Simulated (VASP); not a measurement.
# SnSe (Pnma) in VASP: a series of runs

One crystal, SnSe, is run at these levels: PBE; tasks: relaxation of shape and atoms at fixed volume.

Program: VASP 6.6.1. These are calculated values, not measurements. Logs are shortened: lines on timing, memory, paths and dates and some standing lists are left out, and cuts for length are marked.

**The experiment to reproduce.**

“Linear dichroism of the optical properties of SnS and SnSe van der Waals crystals”, 2024, arxiv:2409.17412 reports, for a bulk crystal of SnSe at 20 K: band gap 0.99 eV (indirect).

How close the calculation comes is told below.

## Step 1: The structure

Symmetry: Pnma, No. 62, orthorhombic system. Conventional cell: a = 11.914 Å, b = 4.244 Å, c = 4.450 Å, α = 90.00°, β = 90.00°, γ = 90.00°. Sn (site symmetry m) is surrounded by 3 Se at 2.77 to 2.84 Å. Se (site symmetry m) is surrounded by 3 Sn at 2.77 to 2.84 Å.

## Step 2: Relaxation of shape and atoms at fixed volume, PBE

Input file INCAR:

```
SYSTEM = SnSe
ALGO = Normal
EDIFF = 1E-7
EDIFFG = -0.01
ENCUT = 300
GGA = PE
IBRION = 2
ISIF = 4
ISMEAR = 0
KPAR = 2
LASPH = .TRUE.
LCHARG = .FALSE.
LREAL = .FALSE.
LWAVE = .FALSE.
NELM = 80
NSW = 40
PREC = Accurate
SIGMA = 0.03
```

Input file KPOINTS:

```
k-points
0
G
  2 4 4
  0 0 0
```

Input file POSCAR:

```
SnSe                                    
1.0
   11.9144977623      0.0000000000      0.0000000000
    0.0000000000      4.2440159318      0.0000000000
    0.0000000000      0.0000000000      4.4499286035
  Sn              Se            
     4     4
Direct
     0.1243956973928080    0.2500000000000000    0.0993078228963249
     0.3756043026071921    0.7500000000000000    0.5993078228963246
     0.6243956973928081    0.2500000000000000    0.4006921771036751
     0.8756043026071919    0.7500000000000000    0.9006921771036754
     0.3550976478128754    0.2500000000000000    0.0209210976303412
     0.1449023521871246    0.7500000000000000    0.5209210976303408
     0.8550976478128753    0.2500000000000000    0.4790789023696588
     0.6449023521871247    0.7500000000000000    0.9790789023696592
```

Potentials or basis: VASP PAW PBE potentials, release 64 (Sn, Se).

Command:

```console
$ cat potpaw_PBE.64/Sn/POTCAR potpaw_PBE.64/Se/POTCAR > POTCAR
$ mpirun -np 2 vasp_std > vasp.out
```

OUTCAR:

```text
SYSTEM = SnSe
   EDIFF = 1E-7
   EDIFFG = -0.01
   ENCUT = 300
   GGA = PE
   IBRION = 2
   ISIF = 4
   ISMEAR = 0
   LASPH = .TRUE.
   LREAL = .FALSE.
   NELM = 80
   NSW = 40
   PREC = Accurate

 ion  position               nearest neighbor table
   1  0.124  0.250  0.099-   5 2.77   6 2.84   6 2.84   4 3.75   4 3.75
   2  0.376  0.750  0.599-   6 2.77   5 2.84   5 2.84   3 3.75   3 3.75
   3  0.624  0.250  0.401-   7 2.77   8 2.84   8 2.84   2 3.75   2 3.75
   4  0.876  0.750  0.901-   8 2.77   7 2.84   7 2.84   1 3.75   1 3.75
   5  0.355  0.250  0.021-   1 2.77   2 2.84   2 2.84
   6  0.145  0.750  0.521-   2 2.77   1 2.84   1 2.84
   7  0.855  0.250  0.479-   3 2.77   4 2.84   4 2.84
   8  0.645  0.750  0.979-   4 2.77   3 2.84   3 2.84

  LATTYP: Found a simple orthorhombic cell.
 ALAT       =     4.2440159318
 B/A-ratio  =     1.0485183550
 C/A-ratio  =     2.8073640518

  Lattice vectors:

 A1 = (   0.0000000000,   4.2440159318,   0.0000000000)
 A2 = (   0.0000000000,   0.0000000000,   4.4499286035)
 A3 = (  11.9144977623,   0.0000000000,   0.0000000000)

Analysis of symmetry for initial positions (statically):
=====================================================================
 Subroutine PRICEL returns:
 Original cell was already a primitive cell.

 Routine SETGRP: Setting up the symmetry group for a
 simple orthorhombic supercell.

 Subroutine GETGRP returns: Found  8 space group operations
 (whereof  2 operations were pure point group operations)
 out of a pool of  8 trial point group operations.

The static configuration has the point symmetry S_2 .
 The point group associated with its full space group is D_2h.

Analysis of symmetry for dynamics (positions and initial velocities):
=====================================================================
 Subroutine PRICEL returns:
 Original cell was already a primitive cell.

 Routine SETGRP: Setting up the symmetry group for a
 simple orthorhombic supercell.

 Subroutine GETGRP returns: Found  8 space group operations
 (whereof  2 operations were pure point group operations)
 out of a pool of  8 trial point group operations.

The dynamic configuration has the point symmetry S_2 .
 The point group associated with its full space group is D_2h.

 Subroutine INISYM returns: Found  8 space group operations
 (whereof  2 operations are pure point group operations),
 and found     1 'primitive' translations

----------------------------------------------------------------------------------------

                                     Primitive cell

  volume of cell :     225.0121

  direct lattice vectors                    reciprocal lattice vectors
    11.914497762  0.000000000  0.000000000     0.083931360  0.000000000  0.000000000
     0.000000000  4.244015932  0.000000000     0.000000000  0.235625883  0.000000000
     0.000000000  0.000000000  4.449928604     0.000000000  0.000000000  0.224722707

  length of vectors
    11.914497762  4.244015932  4.449928604     0.083931360  0.235625883  0.224722707

  position of ions in fractional coordinates (direct lattice)
     0.124395697  0.250000000  0.099307823
     0.375604303  0.750000000  0.599307823
     0.624395697  0.250000000  0.400692177
     0.875604303  0.750000000  0.900692177
     0.355097648  0.250000000  0.020921098
     0.144902352  0.750000000  0.520921098
     0.855097648  0.250000000  0.479078902
     0.644902352  0.750000000  0.979078902

  ion indices of the primitive-cell ions
   primitive index   ion index
                 1           1
                 2           2
                 3           3
                 4           4
                 5           5
                 6           6
                 7           7
                 8           8

----------------------------------------------------------------------------------------

 KPOINTS: k-points

Automatic generation of k-mesh.
 Grid dimensions read from file:
 generate k-points for:    2    4    4

 Generating k-lattice:

  Cartesian coordinates                     Fractional coordinates (reciprocal lattice)
     0.041965680  0.000000000  0.000000000     0.500000000  0.000000000  0.000000000
     0.000000000  0.058906471  0.000000000     0.000000000  0.250000000  0.000000000
     0.000000000  0.000000000  0.056180677     0.000000000  0.000000000  0.250000000

  Length of vectors
     0.041965680  0.058906471  0.056180677

  Shift w.r.t. Gamma in fractional coordinates (k-lattice)
     0.000000000  0.000000000  0.000000000

 Subroutine IBZKPT returns following result:
 ===========================================

 Found     18 irreducible k-points:

 Following reciprocal coordinates:
            Coordinates               Weight
  0.000000  0.000000  0.000000      1.000000
  0.500000  0.000000  0.000000      1.000000
  0.000000  0.250000  0.000000      2.000000
  0.500000  0.250000  0.000000      2.000000
  0.000000  0.500000  0.000000      1.000000
  0.500000  0.500000  0.000000      1.000000
[... 10 lines left out ...]
  0.000000  0.500000  0.500000      1.000000
  0.500000  0.500000  0.500000      1.000000
   k-points           NKPTS =     18   k-points in BZ     NKDIM =     18   number of bands    NBANDS=     25
   number of dos      NEDOS =    301   number of ions     NIONS =      8
   total plane-waves  NPLWV =  47040
   dimension x,y,z NGX =    70 NGY =   24 NGZ =   28
   dimension x,y,z NGXF=   140 NGYF=   48 NGZF=   56
   ions per type =               4   4
   NGX,Y,Z   is equivalent  to a cutoff of   9.77,  9.40, 10.46 a.u.
   NGXF,Y,Z  is equivalent  to a cutoff of  19.53, 18.80, 20.92 a.u.
 SYSTEM =  SnSe
   PREC   = accura    normal or accurate (medium, high low for compatibility)
   ISTART =      0    job   : 0-new  1-cont  2-samecut
   ICHARG =      2    charge: 1-file 2-atom 10-const
   ISPIN  =      1    spin polarized calculation?
   LNONCOLLINEAR =      F non collinear calculations
   LSORBIT =      F    spin-orbit coupling
   LASPH  =      T    aspherical Exc in radial PAW
   ENCUT  =  300.0 eV  22.05 Ry    4.70 a.u.  16.83  5.99  6.28*2*pi/ulx,y,z
   NELM   =     80;   NELMIN=  2; NELMDL= -5     # of ELM steps
   EDIFF  = 0.1E-06   stopping-criterion for ELM
   LREAL  =      F    real-space projection
   EDIFFG = -.1E-01   stopping-criterion for IOM
   NSW    =     40    number of steps for IOM
   IBRION =      2    ionic relax: 0-MD 1-quasi-New 2-CG
   NFREE  =      1    steps in history (QN), initial steepest desc. (CG)
   ISIF   =      4    stress and relaxation
   ISYM   =      2    0-nonsym 1-usesym 2-fastsym
   POTIM  = 0.5000    time-step for ionic-motion
   TEBEG  =    0.0;   TEEND  =   0.0 temperature during run
   PSTRESS=    0.0 pullay stress
   NELECT =      40.0000    total number of electrons
   NUPDOWN=      -1.0000    fix difference up-down
   EMIN   =  10.00;   EMAX   =-10.00  energy-range for DOS
   EFERMI =   0.00;   METHOD = LEGACY
   ISMEAR =     0;   SIGMA  =   0.03  broadening in eV -4-tet -1-fermi 0-gaus
   EFERMI_NEDOS =   21; number of points for ismear=-14 and -15
   IALGO  =     38    algorithm
   IMIX   =      4    mixing-type and parameters
     AMIX     =   0.40;   BMIX     =  1.00
     AMIX_MAG =   1.60;   BMIX_MAG =  1.00
  volume/ion in A,a.u.               =      28.13       189.81
  Fermi-wavevector in a.u.,A,eV,Ry     =   0.920505  1.739503 11.528621  0.847330
  Thomas-Fermi vector in A             =   2.045818
   LORBIT       =      0    0 simple, 1 ext, 2 COOP (PROOUT), +10 PAW based schemes
   GGA     = PE    functional components
   LHFCALC =     F    Hartree Fock is set to
   AEXX    =    0.0000 exact exchange contribution
   IVDW    =     0    specifies the selected vdW correction
   LEPSILON=     F    determine dielectric tensor
   LRPA    =     F    only Hartree local field effects (RPA)
 conjugate gradient relaxation of ions
 non-spin polarized calculation
 Gauss-broadening in eV      SIGMA  =   0.03
  energy-cutoff  :      300.00
  volume of cell :      225.01
 maximum number of plane-waves:      2688
 NGX is ok and might be reduce to    70
   NGX = 33   NGY = 11   NGZ = 13

 number of electron      39.9999982 magnetization

 Free energy of the ion-electron system (eV)
  ---------------------------------------------------
  ext. energy  EPLUGINS =         0.00000000
  ---------------------------------------------------
  free energy    TOTEN  =       -32.93045115 eV

  energy without entropy =      -32.93045115  energy(sigma->0) =      -32.93045115

 E-fermi :   3.4576     XC(G=0):  -9.3769

 val. band max:        3.2830141179   @ k =   0.5000   0.0000   0.5000
 cond. band min:       4.2386234975   @ k =   0.0000   0.0000   0.0000
 fundamental gap:      0.9556093796
 Fermi energy:         3.4575739217

 k-point     1 :       0.0000    0.0000    0.0000
  band No.  band energies     occupation
      1      -9.9414      2.00000
      2      -9.6929      2.00000
      3      -8.9884      2.00000
      4      -8.6525      2.00000
      5      -3.3439      2.00000
      6      -2.4823      2.00000
[... 17 lines left out ...]
     24       6.6751      0.00000
     25       6.9497      0.00000

 k-point     2 :       0.5000    0.0000    0.0000
  band No.  band energies     occupation
      1      -9.8372      2.00000
      2      -9.8372      2.00000
      3      -8.8006      2.00000
      4      -8.8006      2.00000
      5      -3.0547      2.00000
      6      -3.0547      2.00000
[... 17 lines left out ...]
     24       6.3742      0.00000
     25       7.3569      0.00000
[... 418 lines left out ...]
     24       6.6162      0.00000
     25       8.1891      0.00000

 k-point    18 :       0.5000    0.5000    0.5000
  band No.  band energies     occupation
      1      -8.7935      2.00000
      2      -8.7935      2.00000
      3      -8.7935      2.00000
      4      -8.7935      2.00000
      5      -2.9529      2.00000
      6      -2.9529      2.00000
[... 17 lines left out ...]
     24       6.1257      0.00000
     25       8.2854      0.00000

------------------------ aborting loop because EDIFF is reached ----------------------------------------

  FORCE on cell =-STRESS in cart. coord.  units (eV):
  Direction    XX          YY          ZZ          XY          YZ          ZX
  --------------------------------------------------------------------------------------
  -------------------------------------------------------------------------------------
  Total        0.0086043     -0.0357916     -0.0022726      0.0000000      0.0000000      0.0000000
  in kB        0.0612658     -0.2548507     -0.0161817      0.0000000      0.0000000      0.0000000
  external PRESSURE =      -0.0699222 kB  Pullay stress =       0.0000000 kB

 VOLUME and BASIS-vectors are now :
 -----------------------------------------------------------------------------
  energy-cutoff  :      300.00
  volume of cell :      225.01
      direct lattice vectors                 reciprocal lattice vectors
    11.914497762  0.000000000  0.000000000     0.083931360  0.000000000  0.000000000
     0.000000000  4.244015932  0.000000000     0.000000000  0.235625883  0.000000000
     0.000000000  0.000000000  4.449928604     0.000000000  0.000000000  0.224722707

 POSITION                                       TOTAL-FORCE (eV/Angst)
 -----------------------------------------------------------------------------------
      1.48211      1.06100      0.44191        -0.001908     -0.000000      0.004398
      4.47514      3.18301      2.66688         0.001908      0.000000      0.004398
      7.43936      1.06100      1.78305        -0.001908     -0.000000     -0.004398
     10.43239      3.18301      4.00802         0.001908      0.000000     -0.004398
      4.23081      1.06100      0.09310        -0.000578     -0.000000     -0.001590
      1.72644      3.18301      2.31806         0.000578      0.000000     -0.001590
     10.18806      1.06100      2.13187        -0.000578     -0.000000      0.001590
      7.68369      3.18301      4.35683         0.000578     -0.000000      0.001590
 -----------------------------------------------------------------------------------
    total drift:                                0.000000     -0.000000      0.000000

  FREE ENERGIE OF THE ION-ELECTRON SYSTEM (eV)
  ---------------------------------------------------
  free  energy   TOTEN  =       -32.9304511488 eV

  energy  without entropy=      -32.9304511488  energy(sigma->0) =      -32.93045115

 reached required accuracy - stopping structural energy minimisation
```

Run time: 14 s. Hardware: 2 MPI ranks of Intel Xeon 6975P-C (Granite Rapids), shared host; peak memory 0.21 GiB.

What came out:

- Free energy: -32.9305 eV
- Pressure after relaxing: 0.0 GPa
- Largest force after relaxing: 0.005 eV/Å
- Band gap on the k mesh: 0.96 eV, indirect (least direct gap 1.17 eV)

Forces on the atoms (eV/Å):
```
Sn  -0.002  0.000  0.004
Sn   0.002  0.000  0.004
Sn  -0.002  0.000 -0.004
Sn   0.002  0.000 -0.004
Se  -0.001  0.000 -0.002
Se   0.001  0.000 -0.002
Se  -0.001  0.000  0.002
Se   0.001  0.000  0.002
```

Final structure:
```
Sn Se
1.0
    11.91450    0.00000    0.00000
     0.00000    4.24402    0.00000
     0.00000    0.00000    4.44993
Sn Se
4 4
Direct
  0.12440 0.25000 0.09931
  0.37560 0.75000 0.59931
  0.62440 0.25000 0.40069
  0.87560 0.75000 0.90069
  0.35510 0.25000 0.02092
  0.14490 0.75000 0.52092
  0.85510 0.25000 0.47908
  0.64490 0.75000 0.97908
```

Levels at points of the mesh, in eV from the valence-band top:
| k point | band 16 | band 17 | band 18 | band 19 | band 20 | band 21 | band 22 | band 23 | band 24 | band 25 |
| --- | --- | --- | --- | --- | --- | --- | --- | --- | --- | --- |
| (0.00, 0.00, 0.00) | -1.45 | -1.32 | -1.07 | -0.31 | -0.22 | 0.96 | 3.28 | 3.34 | 3.39 | 3.67 |
| (0.50, 0.00, 0.00) | -1.64 | -1.55 | -1.55 | -0.22 | -0.22 | 2.70 | 2.70 | 3.09 | 3.09 | 4.07 |
| (0.00, 0.50, 0.00) | -1.29 | -0.60 | -0.60 | -0.33 | -0.33 | 1.39 | 1.39 | 1.59 | 1.59 | 2.16 |
| (0.50, 0.50, 0.00) | -1.65 | -0.52 | -0.52 | -0.52 | -0.52 | 1.71 | 1.71 | 1.71 | 1.71 | 2.47 |
| (0.00, 0.00, 0.50) | -1.18 | -0.43 | -0.43 | 0.00 | 0.00 | 1.52 | 1.52 | 1.81 | 1.81 | 2.05 |
| (0.50, 0.00, 0.50) | -1.44 | -0.18 | -0.18 | 0.00 | 0.00 | 1.52 | 1.52 | 1.81 | 1.81 | 2.10 |
| (0.00, 0.50, 0.50) | -2.81 | -1.83 | -1.83 | -1.14 | -1.14 | 2.95 | 2.95 | 3.33 | 3.33 | 4.91 |
| (0.50, 0.50, 0.50) | -3.25 | -1.26 | -1.26 | -1.26 | -1.26 | 2.84 | 2.84 | 2.84 | 2.84 | 5.00 |

Caveat: the relaxation stopped at its first step, so nothing moved; spin-orbit coupling is left out, which moves the levels of the heavy elements; this functional lacks dispersion, which binds the layers, so the pressure and a relaxed spacing across them are unreliable.

## Step 3: Relaxation of shape and atoms at fixed volume, PBE (a relaxed cell with its volume scaled by 1.02)

INCAR is that of step 2.

KPOINTS is that of step 2.

Changes to POSCAR since step 2:

```diff
@@ -2,5 +2,5 @@
 1.0
-   11.9144977623      0.0000000000      0.0000000000
-    0.0000000000      4.2440159318      0.0000000000
-    0.0000000000      0.0000000000      4.4499286035
+   11.9934040205      0.0000000000      0.0000000000
+    0.0000000000      4.2721228166      0.0000000000
+    0.0000000000      0.0000000000      4.4793991882
   Sn              Se
```

Potentials or basis: VASP PAW PBE potentials, release 64 (Sn, Se).

Command:

```console
$ cat potpaw_PBE.64/Sn/POTCAR potpaw_PBE.64/Se/POTCAR > POTCAR
$ mpirun -np 2 vasp_std > vasp.out
```

Run time: 60 s. Hardware: 2 MPI ranks of Intel Xeon 6975P-C (Granite Rapids), shared host; peak memory 0.22 GiB.

The run converged. Its results:

* Free energy: -32.9248 eV
* Energy gained by relaxing: 0.9 meV/atom
* Ionic steps: 7
* Pressure after relaxing: -0.4 GPa
* Largest force after relaxing: 0.008 eV/Å
* Band gap on the k mesh: 1.00 eV, indirect (least direct gap 1.18 eV)

Forces on the atoms (eV/Å):
```
Sn   0.000  0.000  0.000
Sn   0.000  0.000  0.000
Sn   0.000  0.000  0.000
Sn   0.000  0.000  0.000
Se  -0.002  0.000  0.007
Se   0.002  0.000  0.007
Se  -0.002  0.000 -0.007
Se   0.002  0.000 -0.007
```

The path:
```csv
step,energy change (eV),largest force (eV/Å),pressure (GPa)
1,0.0000,0.1157,-0.91
2,-0.0034,0.0816,-0.77
3,-0.0064,0.0239,-0.53
4,-0.0066,0.0178,-0.45
5,-0.0073,0.0122,-0.40
6,-0.0073,0.0102,-0.40
7,-0.0074,0.0077,-0.40
```

Final structure:
```yaml
crystal:
  lattice:
    - [12.02331, 0.00000, 0.00000]
    - [0.00000, 4.25570, 0.00000]
    - [0.00000, 0.00000, 4.48550]
  atoms:
    - { symbol: Sn, position: [0.12578, 0.25000, 0.10194] }
    - { symbol: Sn, position: [0.37422, 0.75000, 0.60194] }
    - { symbol: Sn, position: [0.62578, 0.25000, 0.39806] }
    - { symbol: Sn, position: [0.87422, 0.75000, 0.89806] }
    - { symbol: Se, position: [0.35420, 0.25000, 0.01891] }
    - { symbol: Se, position: [0.14580, 0.75000, 0.51891] }
    - { symbol: Se, position: [0.85420, 0.25000, 0.48109] }
    - { symbol: Se, position: [0.64580, 0.75000, 0.98109] }
```

Levels at points of the mesh, in eV from the valence-band top:
| k point | band 18 | band 19 | band 20 | band 21 | band 22 | band 23 |
| --- | --- | --- | --- | --- | --- | --- |
| (0.00, 0.00, 0.00) | -1.04 | -0.28 | -0.18 | 1.00 | 3.25 | 3.28 |
| (0.50, 0.00, 0.00) | -1.51 | -0.20 | -0.20 | 2.66 | 2.66 | 3.07 |
| (0.00, 0.50, 0.00) | -0.58 | -0.36 | -0.36 | 1.45 | 1.45 | 1.57 |
| (0.50, 0.50, 0.00) | -0.52 | -0.52 | -0.52 | 1.71 | 1.71 | 1.71 |
| (0.00, 0.00, 0.50) | -0.42 | 0.00 | 0.00 | 1.54 | 1.54 | 1.82 |
| (0.50, 0.00, 0.50) | -0.19 | -0.01 | -0.01 | 1.54 | 1.54 | 1.81 |
| (0.00, 0.50, 0.50) | -1.76 | -1.11 | -1.11 | 2.97 | 2.97 | 3.33 |
| (0.50, 0.50, 0.50) | -1.23 | -1.23 | -1.23 | 2.88 | 2.88 | 2.88 |

Caveat: spin-orbit coupling is left out, which moves the levels of the heavy elements; this functional lacks dispersion, which binds the layers, so the pressure and a relaxed spacing across them are unreliable.

(Continued in part 2 of 2.)
